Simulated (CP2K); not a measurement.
Crystal: BN.

```xyz
2
Lattice="4.1121 0.0000 0.0000 1.1410 2.2263 0.0000 2.9711 -0.8190 2.0702" Properties=species:S:1:pos:R:3 pbc="T T T"
N     4.4924    1.2112    0.6901
B     2.9712   -0.8189    2.0701
```

Measurements of this composition are mostly on another form, of space group No. 194.

Base run:

```yaml
Program: CP2K 2026.2
Functional: LDA
Potentials_or_basis: POTENTIAL_UZH N GTH-PBE-q5, B GTH-PBE-q3; TZVP-MOLOPT-PBE-GTH basis
Density_cutoff: 9184 eV
k_mesh: 13 × 13 × 13
Occupations: fermi-dirac, width 0.05 eV
Spin: no spin polarisation
```

Its results: band gap on the k mesh 3.69 eV, indirect (least direct gap 4.52 eV); pressure 2.1 GPa; largest force 0.013 eV/Å.

**Question.** After a change of settings the same cell gave: band gap on the k mesh 3.78 eV, indirect (least direct gap 4.55 eV); pressure 2.5 GPa; largest force 0.011 eV/Å. Which change was it?
A. functional from LDA to PBEsol
B. functional from LDA to r2SCAN
C. functional from LDA to RPBE

**Answer.** A.

PBEsol binds less tightly than LDA, so the same cell stands under more pressure.

Caveats: the potentials were made for another functional, which shifts forces and pressure; an odd mesh through Γ misses points on the zone boundary, where band edges often lie; the basis of atomic orbitals isn't converged, which shifts pressures, moduli and gaps.

Runs at the PBE level aren't shown here.
